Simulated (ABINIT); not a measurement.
# CoSi2 (Fm-3m) in ABINIT: a series of runs

One crystal, CoSi2, is run at these levels: LDA, PBEsol; tasks: equation of state.

Everything below comes from runs of ABINIT 10.8.3 (patched build). Logs are shortened: lines on timing, memory, paths and dates and some standing lists are left out, and cuts for length are marked. The log counts tension as positive stress, the text compression.

## (1) Starting point

It takes space group Fm-3m (No. 225, cubic). The conventional cell has a = 5.356 Å, b = 5.356 Å, c = 5.356 Å, α = 90.00°, β = 90.00°, γ = 90.00°. Co (site symmetry m-3m) has 8 Si at 2.32 Å as nearest neighbours. Si (site symmetry -43m) is surrounded by 4 Co at 2.32 Å.

## (2) Equation of state, LDA, collinear spin, ferromagnetic start

run.abi

```
# Datasets: one volume each
ndtset 7
getwfk -1
scalecart1 3*0.9795861087
scalecart2 3*0.9864848297
scalecart3 3*0.9932883884
scalecart4 3*1.0000000000
scalecart5 3*1.0066227096
scalecart6 3*1.0131594038
scalecart7 3*1.0196128224

# Pseudopotentials
pp_dirpath "./"
pseudos "Co.LDA_PW-JTH.xml, Si.LDA_PW-JTH.xml"

# Structure
acell 3*1.0
rprim
     0.0000000000     5.0606865617     5.0606865617
     5.0606865617     0.0000000000     5.0606865617
     5.0606865617     5.0606865617     0.0000000000
ntypat 2
znucl 27 14
natom 3
typat 1 2 2
xred
     0.0000000000     0.0000000000     0.0000000000
     0.7500000000     0.7500000000     0.7500000000
     0.2500000000     0.2500000000     0.2500000000

# Plane-wave basis
ecut 26.0
pawecutdg 48.0

# k points
kptopt 1
ngkpt 6 6 6
nshiftk 1
shiftk 0.0 0.0 0.0

# Exchange and correlation
ixc 7

# Bands and occupations
nband 17
occopt 3
tsmear 0.00183747

# Spin
nsppol 2
spinat
     0.0000000000     0.0000000000     2.0000000000
     0.0000000000     0.0000000000     0.0000000000
     0.0000000000     0.0000000000     0.0000000000

# SCF cycle
nstep 100
tolvrs 1.0e-9

# Output
iomode 3
prtwf 1
prtden 0
prteig 0
prtebands 0
enunit 2
prtvol 2
```

Potentials or basis: JTH PAW LDA v2.0.

Started as:

```sh
$ abinit run.abi > log 2>&1
```

run.abo:

```text
.Version 10.8.3 of ABINIT
 DATASET    1 : space group Fm -3 m (#225); Bravais cF (face-center cubic)
================================================================================
 Values of the parameters that define the memory need for DATASET  1.
     intxc =       0    ionmov =       0      iscf =      17    lmnmax =      18
     lnmax =       6     mgfft =      36  mpssoang =       3    mqgrid =    3001
     natom =       3  nloc_mem =       2    nspden =       2   nspinor =       1
    nsppol =       2      nsym =      48    n1xccc =       1    ntypat =       2
    occopt =       3   xclevel =       1
       mpw =        1558          nfft =       46656          nkpt =          16
 PAW method is used; the additional fine FFT grid is defined by:
   mgfftf=        45    nfftf =     91125
================================================================================
================================================================================
[... 71 lines left out ...]
 DATASET    7 : space group Fm -3 m (#225); Bravais cF (face-center cubic)
================================================================================
 Values of the parameters that define the memory need for DATASET  7.
     intxc =       0    ionmov =       0      iscf =      17    lmnmax =      18
     lnmax =       6     mgfft =      36  mpssoang =       3    mqgrid =    3001
     natom =       3  nloc_mem =       2    nspden =       2   nspinor =       1
    nsppol =       2      nsym =      48    n1xccc =       1    ntypat =       2
    occopt =       3   xclevel =       1
       mpw =        1760          nfft =       46656          nkpt =          16
 PAW method is used; the additional fine FFT grid is defined by:
   mgfftf=        48    nfftf =    110592
================================================================================
================================================================================

--------------------------------------------------------------------------------
------------- Echo of variables that govern the present computation ------------
--------------------------------------------------------------------------------
 -outvars: echo values of preprocessed input variables --------
            acell      1.0000000000E+00  1.0000000000E+00  1.0000000000E+00 Bohr
              amu      5.89332000E+01  2.80855000E+01
             ecut      2.60000000E+01 Hartree
           enunit           2
           getwfk          -1
              ixc           7
           jdtset        1    2    3    4    5    6    7
         kptrlatt        6    0    0      0    6    0      0    0    6
          kptrlen1     4.20647494E+01
          kptrlen2     4.23609898E+01
          kptrlen3     4.26531438E+01
          kptrlen4     4.29413494E+01
          kptrlen5     4.32257375E+01
          kptrlen6     4.35064320E+01
          kptrlen7     4.37835505E+01
            natom           3
            nband          17
           ndtset           7
            ngfft          36      36      36
          ngfftdg1         45      45      45
          ngfftdg2         48      48      48
          ngfftdg3         48      48      48
          ngfftdg4         48      48      48
          ngfftdg5         48      48      48
          ngfftdg6         48      48      48
          ngfftdg7         48      48      48
             nkpt          16
           nspden           2
           nsppol           2
            nstep         100
             nsym          48
           ntypat           2
           occopt           3
        pawecutdg      4.80000000E+01 Hartree
           prtden           0
        prtebands           0
           prteig           0
           prtvol           2
            rprim1     0.0000000000E+00  4.9573782563E+00  4.9573782563E+00
                       4.9573782563E+00  0.0000000000E+00  4.9573782563E+00
                       4.9573782563E+00  4.9573782563E+00  0.0000000000E+00
            rprim2     0.0000000000E+00  4.9922905210E+00  4.9922905210E+00
                       4.9922905210E+00  0.0000000000E+00  4.9922905210E+00
                       4.9922905210E+00  4.9922905210E+00  0.0000000000E+00
            rprim3     0.0000000000E+00  5.0267211991E+00  5.0267211991E+00
                       5.0267211991E+00  0.0000000000E+00  5.0267211991E+00
                       5.0267211991E+00  5.0267211991E+00  0.0000000000E+00
[... 17 lines left out ...]
           tsmear      1.83747000E-03 Hartree
            typat      1  2  2
           useylm           1
           xangst1     0.0000000000E+00  0.0000000000E+00  0.0000000000E+00
                       3.9349973959E+00  3.9349973959E+00  3.9349973959E+00
                       1.3116657986E+00  1.3116657986E+00  1.3116657986E+00
           xangst2     0.0000000000E+00  0.0000000000E+00  0.0000000000E+00
                       3.9627095582E+00  3.9627095582E+00  3.9627095582E+00
                       1.3209031861E+00  1.3209031861E+00  1.3209031861E+00
           xangst3     0.0000000000E+00  0.0000000000E+00  0.0000000000E+00
                       3.9900394535E+00  3.9900394535E+00  3.9900394535E+00
                       1.3300131512E+00  1.3300131512E+00  1.3300131512E+00
           xangst4     0.0000000000E+00  0.0000000000E+00  0.0000000000E+00
                       4.0169999972E+00  4.0169999972E+00  4.0169999972E+00
                       1.3389999991E+00  1.3389999991E+00  1.3389999991E+00
           xangst5     0.0000000000E+00  0.0000000000E+00  0.0000000000E+00
                       4.0436034217E+00  4.0436034217E+00  4.0436034217E+00
                       1.3478678072E+00  1.3478678072E+00  1.3478678072E+00
           xangst6     0.0000000000E+00  0.0000000000E+00  0.0000000000E+00
                       4.0698613223E+00  4.0698613223E+00  4.0698613223E+00
[... 10 lines left out ...]
            xcart3     0.0000000000E+00  0.0000000000E+00  0.0000000000E+00
                       7.5400817986E+00  7.5400817986E+00  7.5400817986E+00
                       2.5133605995E+00  2.5133605995E+00  2.5133605995E+00
            xcart4     0.0000000000E+00  0.0000000000E+00  0.0000000000E+00
                       7.5910298426E+00  7.5910298426E+00  7.5910298426E+00
                       2.5303432808E+00  2.5303432808E+00  2.5303432808E+00
            xcart5     0.0000000000E+00  0.0000000000E+00  0.0000000000E+00
                       7.6413030288E+00  7.6413030288E+00  7.6413030288E+00
                       2.5471010096E+00  2.5471010096E+00  2.5471010096E+00
            xcart6     0.0000000000E+00  0.0000000000E+00  0.0000000000E+00
                       7.6909232695E+00  7.6909232695E+00  7.6909232695E+00
                       2.5636410898E+00  2.5636410898E+00  2.5636410898E+00
            xcart7     0.0000000000E+00  0.0000000000E+00  0.0000000000E+00
                       7.7399113627E+00  7.7399113627E+00  7.7399113627E+00
                       2.5799704542E+00  2.5799704542E+00  2.5799704542E+00
             xred      0.0000000000E+00  0.0000000000E+00  0.0000000000E+00
                       7.5000000000E-01  7.5000000000E-01  7.5000000000E-01
                       2.5000000000E-01  2.5000000000E-01  2.5000000000E-01
            znucl       27.00000   14.00000

================================================================================

 chkinp: Checking input parameters for consistency, jdtset=   1.

 chkinp: Checking input parameters for consistency, jdtset=   2.
[... 46 lines left out ...]
 getcut: wavevector=  0.0000  0.0000  0.0000  ngfft=  45  45  45
         ecut(hartree)=     48.000   => boxcut(ratio)=   2.01233

--- Pseudopotential description ------------------------------------------------
- pspini: atom type   1  psp file is ./Co.LDA_PW-JTH.xml
 Pseudopotential format is: paw10
 basis_size (lnmax)=  6 (lmn_size= 18), orbitals=   0   0   1   1   2   2
 Spheres core radius: rc_sph= 2.10903434
 Shapefunction is SIN type: shapef(r)=[sin(pi*r/rshp)/(pi*r/rshp)]**2
 Radius for shape functions =  1.60384542
 Compensation charge density is not taken into account in XC energy/potential

- pspini: atom type   2  psp file is ./Si.LDA_PW-JTH.xml
 Pseudopotential format is: paw10
 basis_size (lnmax)=  4 (lmn_size=  8), orbitals=   0   0   1   1
 Spheres core radius: rc_sph= 1.90944987
 Shapefunction is BESSEL type: shapef(r,l)=aa(1,l)*jl(q(1,l)*r)+aa(2,l)*jl(q(2,l)*r)
 Radius for shape functions =  1.60149249
 Compensation charge density is not taken into account in XC energy/potential

   5.60998999E+02                                ecore*ucvol(ha*bohr**3)
--------------------------------------------------------------------------------

================================================================================

--- !BeginCycle
iteration_state: {dtset: 1, }
solver: {iscf: 17, nstep: 100, nline: 4, wfoptalg: 10, }
tolerances: {tolvrs: 1.00E-09, }
...
[... 5213 lines left out ...]
-Cartesian components of stress tensor (GPa)         [Pressure= -1.6177E+01 GPa]
- sigma(1 1)=  1.61773694E+01  sigma(3 2)=  0.00000000E+00
- sigma(2 2)=  1.61773694E+01  sigma(3 1)=  0.00000000E+00
- sigma(3 3)=  1.61773694E+01  sigma(2 1)=  0.00000000E+00

== END DATASET(S) ==============================================================
================================================================================

 -outvars: echo values of variables after computation  --------
            acell      1.0000000000E+00  1.0000000000E+00  1.0000000000E+00 Bohr
           etotal1    -1.5464559785E+02
           etotal2    -1.5464582344E+02
           etotal3    -1.5464532027E+02
           etotal4    -1.5464417020E+02
           etotal5    -1.5464244726E+02
           etotal6    -1.5464021726E+02
           etotal7    -1.5463755708E+02
            fcart1    -0.0000000000E+00 -0.0000000000E+00 -0.0000000000E+00
                       1.2730291931E-30 -4.2434306438E-31 -1.2730291931E-30
                      -1.2730291931E-30  4.2434306438E-31  1.2730291931E-30
            fcart2    -0.0000000000E+00 -0.0000000000E+00 -0.0000000000E+00
                      -0.0000000000E+00 -0.0000000000E+00 -0.0000000000E+00
                      -0.0000000000E+00 -0.0000000000E+00 -0.0000000000E+00
            fcart3    -9.7647505408E-31 -1.3949643630E-31  9.7647505408E-31
                      -3.4874109074E-31  4.8823752704E-31 -4.8823752704E-31
                       1.3252161448E-30 -3.4874109074E-31 -4.8823752704E-31
            fcart4    -1.3856019040E-31  4.1568057119E-31 -4.1568057119E-31
[... 52 lines left out ...]
           xangst3     0.0000000000E+00  0.0000000000E+00  0.0000000000E+00
                       3.9900394535E+00  3.9900394535E+00  3.9900394535E+00
                       1.3300131512E+00  1.3300131512E+00  1.3300131512E+00
           xangst4     0.0000000000E+00  0.0000000000E+00  0.0000000000E+00
                       4.0169999972E+00  4.0169999972E+00  4.0169999972E+00
                       1.3389999991E+00  1.3389999991E+00  1.3389999991E+00
           xangst5     0.0000000000E+00  0.0000000000E+00  0.0000000000E+00
                       4.0436034217E+00  4.0436034217E+00  4.0436034217E+00
                       1.3478678072E+00  1.3478678072E+00  1.3478678072E+00
           xangst6     0.0000000000E+00  0.0000000000E+00  0.0000000000E+00
                       4.0698613223E+00  4.0698613223E+00  4.0698613223E+00
                       1.3566204408E+00  1.3566204408E+00  1.3566204408E+00
           xangst7     0.0000000000E+00  0.0000000000E+00  0.0000000000E+00
                       4.0957847048E+00  4.0957847048E+00  4.0957847048E+00
                       1.3652615683E+00  1.3652615683E+00  1.3652615683E+00
             xred      0.0000000000E+00  0.0000000000E+00  0.0000000000E+00
                       7.5000000000E-01  7.5000000000E-01  7.5000000000E-01
                       2.5000000000E-01  2.5000000000E-01  2.5000000000E-01
 Calculation completed.
```

Wall time 5.3 min (1 thread of Arm Neoverse V2, shared host); peak memory 0.17 GiB.

What came out:

```
Equilibrium volume                      : 12.24 Å³/atom
Bulk modulus                            : 204 GPa
Pressure derivative of the bulk modulus : 5.0
```

Energy against volume, from the lowest point:
```
volume (Å³/atom)  energy (meV/atom)
          12.036               2.05
          12.292               0.00
          12.548               4.56
          12.804              15.00
          13.060              30.62
          13.316              50.85
          13.572              74.98
```

Caveat: pressures at fixed basis lie under the slope of the energies.

## (3) Equation of state, PBEsol, collinear spin, ferromagnetic start

Changes to run.abi since step 2:

```diff
@@ -13,3 +13,3 @@
 pp_dirpath "./"
-pseudos "Co.LDA_PW-JTH.xml, Si.LDA_PW-JTH.xml"
+pseudos "Co.GGA_PBE-JTH.xml, Si.GGA_PBE-JTH.xml"
 
@@ -33,2 +33,3 @@
 pawecutdg 48.0
+pawxcdev 0
 
@@ -36,3 +37,3 @@
 kptopt 1
-ngkpt 6 6 6
+ngkpt 5 5 5
 nshiftk 1
@@ -41,3 +42,3 @@
 # Exchange and correlation
-ixc 7
+ixc -116133
```

Potentials or basis: JTH PAW PBE v2.0.

Started as:

```sh
$ abinit run.abi > log 2>&1
```

run.abo:

```text
.Version 10.8.3 of ABINIT
 DATASET    1 : space group Fm -3 m (#225); Bravais cF (face-center cubic)
================================================================================
 Values of the parameters that define the memory need for DATASET  1.
     intxc =       0    ionmov =       0      iscf =      17    lmnmax =      18
     lnmax =       6     mgfft =      36  mpssoang =       3    mqgrid =    3001
     natom =       3  nloc_mem =       2    nspden =       2   nspinor =       1
    nsppol =       2      nsym =      48    n1xccc =       1    ntypat =       2
    occopt =       3   xclevel =       2
       mpw =        1554          nfft =       46656          nkpt =          10
 PAW method is used; the additional fine FFT grid is defined by:
   mgfftf=        45    nfftf =     91125
================================================================================
================================================================================
[... 71 lines left out ...]
 DATASET    7 : space group Fm -3 m (#225); Bravais cF (face-center cubic)
================================================================================
 Values of the parameters that define the memory need for DATASET  7.
     intxc =       0    ionmov =       0      iscf =      17    lmnmax =      18
     lnmax =       6     mgfft =      36  mpssoang =       3    mqgrid =    3001
     natom =       3  nloc_mem =       2    nspden =       2   nspinor =       1
    nsppol =       2      nsym =      48    n1xccc =       1    ntypat =       2
    occopt =       3   xclevel =       2
       mpw =        1754          nfft =       46656          nkpt =          10
 PAW method is used; the additional fine FFT grid is defined by:
   mgfftf=        48    nfftf =    110592
[... 4052 lines left out ...]
           etotal3    -1.5434208012E+02
           etotal4    -1.5434171775E+02
           etotal5    -1.5434074182E+02
           etotal6    -1.5433921493E+02
           etotal7    -1.5433720219E+02
            fcart1    -3.3947445151E-30 -1.1315815050E-30  3.3947445151E-30
                       6.7894890301E-30 -7.9210705351E-30  6.7894890301E-30
                      -3.3947445151E-30  9.0526520401E-30 -1.0184233545E-29
            fcart2    -2.2473361775E-30  8.9893447101E-30 -1.5731353243E-29
                       1.7978689420E-29 -2.4720697953E-29  2.4720697953E-29
                      -1.5731353243E-29  1.5731353243E-29 -8.9893447101E-30
            fcart3    -2.5109358534E-30  2.7899287259E-30 -1.3949643630E-30
                       4.1848930889E-31 -2.6504322896E-30  1.9529501082E-30
                       2.0924465445E-30 -1.3949643630E-31 -5.5798574519E-31
            fcart4    -1.1084815232E-30  1.1084815232E-30 -1.1084815232E-30
[... 52 lines left out ...]
           xangst3     0.0000000000E+00  0.0000000000E+00  0.0000000000E+00
                       3.9900394535E+00  3.9900394535E+00  3.9900394535E+00
                       1.3300131512E+00  1.3300131512E+00  1.3300131512E+00
           xangst4     0.0000000000E+00  0.0000000000E+00  0.0000000000E+00
                       4.0169999972E+00  4.0169999972E+00  4.0169999972E+00
                       1.3389999991E+00  1.3389999991E+00  1.3389999991E+00
           xangst5     0.0000000000E+00  0.0000000000E+00  0.0000000000E+00
                       4.0436034217E+00  4.0436034217E+00  4.0436034217E+00
                       1.3478678072E+00  1.3478678072E+00  1.3478678072E+00
           xangst6     0.0000000000E+00  0.0000000000E+00  0.0000000000E+00
                       4.0698613223E+00  4.0698613223E+00  4.0698613223E+00
                       1.3566204408E+00  1.3566204408E+00  1.3566204408E+00
           xangst7     0.0000000000E+00  0.0000000000E+00  0.0000000000E+00
                       4.0957847048E+00  4.0957847048E+00  4.0957847048E+00
                       1.3652615683E+00  1.3652615683E+00  1.3652615683E+00
             xred      0.0000000000E+00  0.0000000000E+00  0.0000000000E+00
                       7.5000000000E-01  7.5000000000E-01  7.5000000000E-01
                       2.5000000000E-01  2.5000000000E-01  2.5000000000E-01
 Calculation completed.
```

Wall time 7.2 min (1 thread of Arm Neoverse V2, shared host); peak memory 0.19 GiB.

What came out:

```yaml
Equilibrium_volume: 12.54 Å³/atom
Bulk_modulus: 192 GPa
Pressure_derivative_of_the_bulk_modulus: 4.6
```

Energy against volume, from the lowest point:
```
volume (Å³/atom)  energy (meV/atom)
          12.036              12.92
          12.292               2.96
          12.548               0.00
          12.804               3.29
          13.060              12.14
          13.316              25.99
          13.572              44.25
```

Caveat: the k mesh is coarse (spacing up to 0.41 Å⁻¹), so the values aren't converged; pressures at fixed basis lie under the slope of the energies; the PAW data sets were made with another functional, which shifts forces and pressure a little.
